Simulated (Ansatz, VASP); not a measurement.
# One calculation of Al, two programs

```xyz
5
Lattice="2.8572 0.0000 0.0000 -1.4286 2.4744 0.0000 0.0000 0.0000 24.3314" Properties=species:S:1:pos:R:3 pbc="T T T"
Al    1.4286    0.8248    7.5000
Al    0.0000    1.6496    9.8329
Al    0.0000    0.0000   12.1657
Al    1.4286    0.8248   14.4986
Al    0.0000    1.6496   16.8314
```

Alike in both runs: task single point; functional PBE; k mesh 1 × 1 × 1; occupations gaussian, width 0.1 eV; no spin polarisation.

|  | VASP | Ansatz |
| --- | --- | --- |
| version | VASP 6.6.1 | Ansatz 0.2.0 |
| potentials or method | VASP PAW PBE potentials, release 64 (Al) | scalar-relativistic, plane waves, PAW |
| plane-wave cutoff (eV) | 520 | 420 |
| valence electrons in the cell | 15 | 15 |

Ansatz gave:

- rms of the force components (eV/Å): 2.319

Question: Estimate VASP's values.

Answer: rms of the force components (eV/Å): 2.318.

Atom by atom the forces differ by 0.005 eV/Å (rms over components). With one functional, cell and mesh, what is left measures potentials, basis and numerics.
